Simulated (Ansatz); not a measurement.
# Phonon dispersion of Ta at 1.02 times its equilibrium volume

Computed with DFT PBE, scalar-relativistic, plane waves, PAW in Ansatz. Plane waves to 420 eV; Γ-centred k mesh 20×20×20; Fermi-Dirac smearing of 0.15 eV. No spin polarisation. Phonons by linear response, acoustic sum rule imposed.

The cell, relaxed in shape and atoms at 1.02 times its equilibrium volume:
```xyz
1
Lattice="-1.6719 1.6719 1.6719 1.6719 -1.6719 1.6719 1.6719 1.6719 -1.6719" Properties=species:S:1:pos:R:3 pbc="T T T"
Ta    0.0000    0.0000    0.0000
```

In a metal, frequencies and elastic constants depend on the k mesh and the smearing, soft modes and shear constants most. Some empty bands missed the eigensolver's threshold. Spin–orbit coupling is left out, which matters for heavy elements. The q mesh is coarse, so values between its points are rough.

Force constants from linear response on a 2×2×2 q mesh.

(1) Is the structure dynamically stable on the q mesh?

(2) Give the frequencies (cm⁻¹) at the points of high symmetry.

Results:

(1) Yes, on this mesh: no mode is imaginary.

(2)
| point | q | frequencies |
| --- | --- | --- |
| H | 0.500 -0.500 0.500 | 157 157 157 |
| N | 0.000 0.000 0.500 | 86 132 140 |
| P | 0.250 0.250 0.250 | 127 127 127 |

Cost: 1 run of about 1 core-minutes, on AMD EPYC 7R43 (Zen 3) (shared hosts).